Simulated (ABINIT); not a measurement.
GaAs:

```
As Ga
1.0
     0.00000    2.82685    2.82685
     2.82685    0.00000    2.82685
     2.82685    2.82685    0.00000
As Ga
1 1
Direct
  0.75000 0.75000 0.75000
  0.00000 0.00000 0.00000
```

Base run:

* Program: ABINIT 10.8.3 (patched build)
* Functional: revPBE
* Potentials or basis: JTH PAW PBE v2.0 sp
* Cutoff: 463 eV
* k mesh: 8 × 8 × 8
* Occupations: fermi-dirac, width 0.05 eV
* Spin: no spin polarisation

Its results: band gap on the k mesh 0.62 eV, direct; pressure 4.8 GPa.

Question: After a change of settings the same cell gave: band gap on the k mesh 0.50 eV, direct; pressure -0.4 GPa. Which change was it?
A. functional from revPBE to PBE
B. functional from revPBE to SOGGA
C. functional from revPBE to LDA-PZ; potentials or basis from JTH PAW PBE v2.0 sp to JTH PAW LDA v2.0; valence electrons from 18 to 28
D. functional from revPBE to PBE; potentials or basis from JTH PAW PBE v2.0 sp to JTH PAW PBE v2.0; valence electrons from 18 to 28

Answer: B.

SOGGA binds more tightly than revPBE, so the same cell stands under less pressure.

Caveats: the PAW data sets were made with another functional, which shifts forces and pressure a little; this set keeps more shells in the core, which shifts pressures and gaps.
